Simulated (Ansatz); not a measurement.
An ordered 4-atom cell of InGaAs2 on the zincblende lattice (P-4m2), relaxed with r2SCAN: 3 runs in Ansatz, each a construction of maximally localised Wannier functions. It is tetragonal, P-4m2 (No. 115); a = 4.156 Å, c = 5.914 Å in the conventional setting, 25.53 Å³ an atom. Ga is surrounded by 4 As at 2.48 Å; As is surrounded by 2 Ga at 2.48 Å and 2 In at 2.62 Å; In is surrounded by 4 As at 2.62 Å. (Calculated; spin-unpolarised; the phase may be known or hypothetical.)

```
CELL_PARAMETERS angstrom
4.15598 0.00000 0.00000
0.00000 4.15598 0.00000
0.00000 0.00000 5.91352
ATOMIC_POSITIONS crystal
Ga 0.00000 0.00000 0.00000
As 0.00000 0.50000 0.23007
In 0.50000 0.50000 0.50000
As 0.50000 0.00000 0.76993
```

Windows count from the top of the filled bands; a dash means that no such window was set (without an outer window there is no disentanglement).

```tsv
functional	SCF mesh	trial orbitals	functions	mesh	window (eV)	frozen (eV)	Ω total (Å²)	Ω invariant (Å²)	largest spread (Å²)	least projectability	interpolation miss of the model's filled bands (eV, to the nearest computed level)
r2SCAN	6×6×4	As s, As p	8	4×4×4	–	–	17.70	16.38	2.27	0.69	0.449
r2SCAN	6×6×4	As p	6	4×4×4	–	–	20.22	19.17	3.43	0.54	0.442
HSE06	4×4×4	As s, As p	8	4×4×4	–	–	17.16	15.89	2.20	0.71	–
```

A dash in the last column means that the miss wasn't evaluated.

Spin-orbit coupling is left out, which matters wherever the heavy atoms make up the band edges.
